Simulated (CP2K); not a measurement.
**Sc under changes of volume**

One of the cells (25.002 Å³/atom); the others are scaled copies at fixed shape and fractional positions:

```
Sc
1.0
     3.30900    0.00000    0.00000
    -1.65450    2.86568    0.00000
     0.00000    0.00000    5.27330
Sc
2
Direct
  0.66667 0.33333 0.75000
  0.33333 0.66667 0.25000
```

| Quantity | Value |
| --- | --- |
| Program | CP2K 2026.2 |
| Functional | PBEsol |
| Potentials or basis | POTENTIAL_UZH Sc GTH-PBE-q11; TZVP-MOLOPT-PBE-GTH basis |
| Density cutoff | 6123 eV |
| k mesh | 9 × 9 × 5 |
| Occupations | fermi-dirac, width 0.05 eV |
| Spin | no spin polarisation |

| volume (Å³/atom) | energy over the lowest point (meV/atom) | pressure (GPa) |
| --- | --- | --- |
| 23.502 | 0.00 | 0.5 |
| 24.002 | 0.60 | -0.7 |
| 24.502 | 4.78 | -1.8 |
| 25.002 | 12.21 | -2.8 |
| 25.502 | 22.64 | -3.7 |
| 26.002 | ? | ? |
| 26.502 | 51.43 | -5.3 |

Q: What does the run at 26.002 Å³/atom give?

A: Energy over the lowest point 35.79 meV/atom; pressure -4.6 GPa.

Worked out: A Birch-Murnaghan fit of order 3 (a polynomial in V^(-2/3)) to the other rows has its minimum at 23.67 Å³/atom with B0 = V·E''(V) = 58 GPa and B' = 3.3 at fixed shape and positions, which overstates the stiffness. It gives 35.79 meV/atom at 26.002 Å³/atom, against the run's 35.79, and -dE/dV = -4.6 GPa, against -4.6.

Energies are extrapolated to zero smearing.

Caveats: the potentials were made for another functional, which shifts forces and pressure; the basis of atomic orbitals isn't converged, which shifts pressures, moduli and gaps.
